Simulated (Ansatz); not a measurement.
## How far is PAW off for H?

```xyz
4
Lattice="3.8401 0.0000 0.0000 -1.9201 3.3257 0.0000 0.0000 0.0000 5.0467" Properties=species:S:1:pos:R:3 pbc="T T T"
H     0.0000    2.2171    0.8907
H     1.9201    1.1086    3.4140
H     1.9201    1.1086    4.1559
H     0.0000    2.2171    1.6326
```

Atom numbers follow the list: H1, H2, H3, H4.

Structure from Materials Project entry mp-24504 (possibly hypothetical), not relaxed further.

All numbers are computed: DFT, PBE, PAW with Ansatz's default frozen-core files, scalar-relativistic (Ansatz 0.2.0); DFT, PBE, all-electron LAPW, scalar-relativistic (Ansatz 0.2.0).

For PAW: a Γ-centred 9×9×6 k mesh, Fermi–Dirac smearing of 0.02 eV, cutoff 420 eV, no spin polarisation. LAPW targets a basis error of 0.5 meV/atom. The Ansatz runs share mesh, smearing and spin set-up. Plane-wave (PAW) pressures include the program's estimate of the Pulay term.

Stress and pressure are positive in compression.

Levels count from the top of the valence band.

PAW results:

```json
{"quantity": "pressure (GPa)", "PAW": "0.41"}
{"quantity": "stress xx (GPa)", "PAW": "0.02"}
{"quantity": "stress zz (GPa)", "PAW": "1.18"}
{"quantity": "force on H1, z (eV/Å)", "PAW": "-0.312"}
{"quantity": "band gap (eV)", "PAW": "9.398"}
{"quantity": "highest filled level at L (eV)", "PAW": "-0.416"}
{"quantity": "lowest empty level at L (eV)", "PAW": "9.901"}
{"quantity": "highest filled level at M (eV)", "PAW": "-0.221"}
{"quantity": "lowest empty level at M (eV)", "PAW": "10.297"}
{"quantity": "highest filled level at Γ (eV)", "PAW": "0.000"}
{"quantity": "lowest empty level at Γ (eV)", "PAW": "9.398"}
```

Q: What does LAPW (all electrons) give for the same quantities?

A: 
```
                      quantity    LAPW
                pressure (GPa)    0.40
               stress xx (GPa)    0.02
               stress zz (GPa)    1.15
         force on H1, z (eV/Å)  -0.303
                 band gap (eV)   9.399
highest filled level at L (eV)  -0.415
  lowest empty level at L (eV)   9.902
highest filled level at M (eV)  -0.220
  lowest empty level at M (eV)  10.298
highest filled level at Γ (eV)   0.000
  lowest empty level at Γ (eV)   9.399
```
